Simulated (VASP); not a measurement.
**Vibrations of TiO2 (Rutile): a test of the settings**

How far do the zone-centre frequencies of TiO2 (Rutile) depend on the numerical settings? The starting structure is a measured crystal structure from the Crystallography Open Database.

Calculated with VASP 6.6.1; Kohn-Sham DFT with plane waves and PAW; LDA.

## Step 1: Starting point

It takes space group P4_2/mnm (No. 136, tetragonal). Conventional cell: a = 4.592 Å, b = 4.592 Å, c = 2.957 Å, α = 90.00°, β = 90.00°, γ = 90.00°. Nearest to Ti lie 6 O at 1.95 to 1.98 Å. O has 3 Ti at 1.95 to 1.98 Å nearest. Farther neighbours and most contacts between anions are not listed.

As a file:

```cif
data_structure
_symmetry_space_group_name_H-M 'P 1'
_symmetry_Int_Tables_number 1
_cell_length_a 4.5922
_cell_length_b 4.5922
_cell_length_c 2.9574
_cell_angle_alpha 90.000
_cell_angle_beta 90.000
_cell_angle_gamma 90.000
_cell_volume 62.37
loop_
_atom_site_label
_atom_site_type_symbol
_atom_site_fract_x
_atom_site_fract_y
_atom_site_fract_z
_atom_site_occupancy
Ti1 Ti 0.50000 0.50000 0.50000 1
Ti2 Ti 0.00000 0.00000 0.00000 1
O3 O 0.80496 0.19504 0.50000 1
O4 O 0.69504 0.69504 0.00000 1
O5 O 0.19504 0.80496 0.50000 1
O6 O 0.30496 0.30496 0.00000 1
```

## Step 2: Reference modes

The cell comes from a relaxation at this level, not shown (60.62 Å³).

Contents of INCAR:

```
SYSTEM = TiO2
PREC = Accurate
ENCUT = 520
EDIFF = 1E-08
NELM = 100
ISMEAR = 0
SIGMA = 0.03
LREAL = .FALSE.
ALGO = Normal
GGA = CA
NBANDS = 30
LASPH = .TRUE.
LORBIT = 11
LWAVE = .FALSE.
LCHARG = .FALSE.
KPAR = 8
IBRION = 6
NFREE = 2
POTIM = 0.015
NSW = 1
ISIF = 2
```

Contents of POSCAR:

```
TiO2
1.0
    4.5544410104      0.0000000000      0.0000000000
    0.0000000000      4.5544410104      0.0000000000
    0.0000000000      0.0000000000      2.9226295426
Ti O
2 4
Direct
    0.5000000000      0.5000000000      0.5000000000
    0.0000000000      0.0000000000      0.0000000000
    0.8038675460      0.1961324540      0.5000000000
    0.6961324540      0.6961324540      0.0000000000
    0.1961324540      0.8038675460      0.5000000000
    0.3038675460      0.3038675460      0.0000000000
```

Contents of KPOINTS:

```
Automatic mesh
0
Gamma
6 6 8
0 0 0
```

The projector-augmented-wave data sets are Ti_sv and O (LDA family, release 64).

On the command line:

```sh
$ mpirun -np 8 vasp_std
```

The log of the run:

```text
[banner, memory and clock lines left out]
running    8 mpi-ranks, on    1 nodes
 distrk:  each k-point on    1 cores,    8 groups
 distr:  one band on    1 cores,    1 groups

 POSCAR found type information on POSCAR TiO
 POSCAR found :  2 types and       6 ions
|                                                                             |
|           W    W    AA    RRRRR   N    N  II  N    N   GGGG   !!!           |
|           W    W   A  A   R    R  NN   N  II  NN   N  G    G  !!!           |
|           W    W  A    A  R    R  N N  N  II  N N  N  G       !!!           |
|           W WW W  AAAAAA  RRRRR   N  N N  II  N  N N  G  GGG   !            |
|           WW  WW  A    A  R   R   N   NN  II  N   NN  G    G                |
|           W    W  A    A  R    R  N    N  II  N    N   GGGG   !!!           |
|                                                                             |
|     For optimal performance we recommend to set                             |
|       NCORE = 2 up to number-of-cores-per-socket                            |
|     NCORE specifies how many cores store one orbital (NPAR=cpu/NCORE).      |
|     This setting can greatly improve the performance of VASP for DFT.       |
|     The default, NCORE=1 might be grossly inefficient on modern             |
|     multi-core architectures or massively parallel machines. Do your        |
|     Unfortunately you need to use the default for GW and RPA                |
|     calculations (for HF NCORE is supported but not extensively tested      |
|     yet).                                                                   |
|                                                                             |

 LDA part: xc-table for (Slater(with rela. corr.)+CA(PZ))
 , standard interpolation
 POSCAR, INCAR and KPOINTS ok, starting setup
 FFT: planning ... GRIDC
 FFT: planning ... GRID_SOFT
 FFT: planning ... GRID
 WAVECAR not read
 entering main loop
       N       E                     dE             d eps       ncg     rms          rms(c)
DAV:   1     0.655295730349E+03    0.65530E+03   -0.24665E+04  3000   0.189E+03
DAV:   2     0.311509435709E+02   -0.62414E+03   -0.59344E+03  3214   0.554E+02
DAV:   3    -0.708140212132E+02   -0.10196E+03   -0.99252E+02  4558   0.202E+02
DAV:   4    -0.753991226622E+02   -0.45851E+01   -0.45795E+01  4074   0.429E+01
DAV:   5    -0.755725360616E+02   -0.17341E+00   -0.17339E+00  4028   0.692E+00    0.319E+01
DAV:   6    -0.594356415197E+02    0.16137E+02   -0.98774E+01  3636   0.975E+01    0.118E+01
DAV:   7    -0.590464515383E+02    0.38919E+00   -0.14934E+01  3576   0.328E+01    0.852E+00
DAV:   8    -0.589377328665E+02    0.10872E+00   -0.33950E+00  3522   0.187E+01    0.394E+00
DAV:   9    -0.587740752590E+02    0.16366E+00   -0.10217E+00  3528   0.974E+00    0.104E+00
DAV:  10    -0.587824942974E+02   -0.84190E-02   -0.91506E-02  3764   0.243E+00    0.458E-01
DAV:  11    -0.587789867982E+02    0.35075E-02   -0.13915E-02  3710   0.828E-01    0.708E-02
DAV:  12    -0.587791633194E+02   -0.17652E-03   -0.14402E-03  3184   0.430E-01    0.154E-01
DAV:  13    -0.587789490983E+02    0.21422E-03   -0.69834E-04  3662   0.280E-01    0.281E-02
DAV:  14    -0.587789474669E+02    0.16315E-05   -0.47181E-05  3774   0.578E-02    0.965E-03
DAV:  15    -0.587789481382E+02   -0.67132E-06   -0.39252E-06  3530   0.161E-02    0.272E-03
DAV:  16    -0.587789480720E+02    0.66208E-07   -0.36455E-07  4086   0.518E-03    0.181E-03
DAV:  17    -0.587789480689E+02    0.31105E-08   -0.92025E-08  3298   0.251E-03
   1 F= -.58778948E+02 E0= -.58778948E+02  d E =-.144968E-17
[... from here on, the cycles between the ionic steps are left out ...]
   2 F= -.58777012E+02 E0= -.58777012E+02  d E =-.173567E-16
   3 F= -.58777012E+02 E0= -.58777012E+02  d E =-.174771E-16
   4 F= -.58778733E+02 E0= -.58778733E+02  d E =-.495133E-17
   5 F= -.58778733E+02 E0= -.58778733E+02  d E =-.491800E-17
   6 F= -.58777581E+02 E0= -.58777581E+02  d E =-.333761E-17
   7 F= -.58777571E+02 E0= -.58777571E+02  d E =-.273926E-16
   8 F= -.58777962E+02 E0= -.58777962E+02  d E =-.670276E-17
 Finite differences progress:
  Degree of freedom:   4/  4
  Displacement:        1/  2
  Total:               7/  8
 bond charge predicted
       N       E                     dE             d eps       ncg     rms          rms(c)
DAV:   1    -0.587749006969E+02    0.30611E-02   -0.39969E+00  5340   0.111E+01    0.265E-01
DAV:   2    -0.587785882827E+02   -0.36876E-02   -0.52588E-02  5802   0.152E+00    0.192E-01
DAV:   3    -0.587780167184E+02    0.57156E-03   -0.34449E-03  7088   0.382E-01    0.792E-02
DAV:   4    -0.587779705418E+02    0.46177E-04   -0.67296E-04  5922   0.214E-01    0.338E-02
DAV:   5    -0.587779660088E+02    0.45330E-05   -0.75615E-05  5854   0.819E-02    0.220E-02
DAV:   6    -0.587779630713E+02    0.29376E-05   -0.59571E-06  6944   0.219E-02    0.101E-02
DAV:   7    -0.587779620033E+02    0.10680E-05   -0.32596E-06  6768   0.144E-02    0.141E-03
DAV:   8    -0.587779620417E+02   -0.38403E-07   -0.67843E-07  5940   0.639E-03    0.933E-04
DAV:   9    -0.587779620399E+02    0.17581E-08   -0.30928E-08  4528   0.184E-03
   9 F= -.58777962E+02 E0= -.58777962E+02  d E =-.664517E-17
 Finite differences progress:
  Degree of freedom:   4/  4
  Displacement:        2/  2
  Total:               8/  8
```

Elapsed: 56 s, on 8 MPI ranks of Intel Xeon 6975P-C (Granite Rapids), shared host; peak memory 2.9 GiB; 6.9 min of CPU time.

Lines that name or quote the potential files are left out of all logs, and their timing lines are given in words.

[end of part 1 of 3]

[Lines on the potential files, build, host, timing and source positions are cut from VASP's logs without a mark.]

[Logs are printed without paths, hosts, clocks, repeated set-up lines and the standing remarks that a program may print on its own settings, such as how far it seeks lower states.]

[Hosts, paths, dates, database ids (printed as entryN), source tags and the programs' standing remarks are cut or masked in the printed files.]
